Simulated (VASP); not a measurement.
CuO: single point with PBEsol+U

Crystal: CuO.

```
Cu O
1.0
     0.00000    2.32725    2.32725
     2.32725    0.00000    2.32725
     2.32725    2.32725    0.00000
Cu O
1 1
Direct
  0.00000 0.00000 0.00000
  0.25000 0.25000 0.25000
```

Measurements of this composition are mostly on another form, of space group No. 15.

```yaml
Program: VASP 6.6.1
Task: single point
Functional: PBEsol
Potentials_or_basis: VASP PAW PBE potentials, release 64 (Cu, O)
Cutoff: 520 eV
k_mesh: 7 × 7 × 7
Occupations: gaussian, width 0.05 eV
Spin: collinear spin, random start
Starting_moments: "[0.33, 0.0] μB"
Hubbard_terms: Cu d U = 8 eV
Further_INCAR_settings: ALGO = Normal; EDIFF = 1e-06; NBANDS = 20
```

The pressure is -16.0 GPa. The band gap on the k mesh is none (metal or under the smearing width). The net moment is 1.00 μB per cell. The site moments are Cu +0.47; O +0.48 μB and the valence electrons inside the program's atomic spheres are Cu 9.97; O 4.85.

Levels at points of the mesh, in eV from the Fermi level:
Spin up:
| k point | band 5 | band 6 | band 7 | band 8 | band 9 | band 10 | band 11 | band 12 | band 13 | band 14 |
| --- | --- | --- | --- | --- | --- | --- | --- | --- | --- | --- |
| (0.00, 0.00, 0.00) | -3.55 | -3.55 | -0.07 | -0.07 | -0.07 | 1.69 | 14.79 | 14.79 | 14.79 | 20.52 |
Spin down:
| k point | band 5 | band 6 | band 7 | band 8 | band 9 | band 10 |
| --- | --- | --- | --- | --- | --- | --- |
| (0.00, 0.00, 0.00) | -3.07 | -3.07 | 1.26 | 1.26 | 1.26 | 1.84 |

Eigenvalues of the final occupation matrices:
```tsv
site	spin	trace	eigenvalues
site 1 d	1	4.92	0.98 0.98 0.99 0.99 0.99
site 1 d	2	4.45	0.84 0.84 0.84 0.96 0.96
```

Run time: 17 s on 1 thread of Intel(R) Xeon(R) Platinum 8259CL CPU @ 2.50GHz (Skylake/Cascade Lake) (shared host), peak memory 0.15 GiB.

Caveat: the PAW data sets were made with another functional, which shifts forces and pressure a little; a cell with one magnetic atom can't hold antiferromagnetic order, which such compounds often take. The state reached can hang on the start; a lower one may exist.
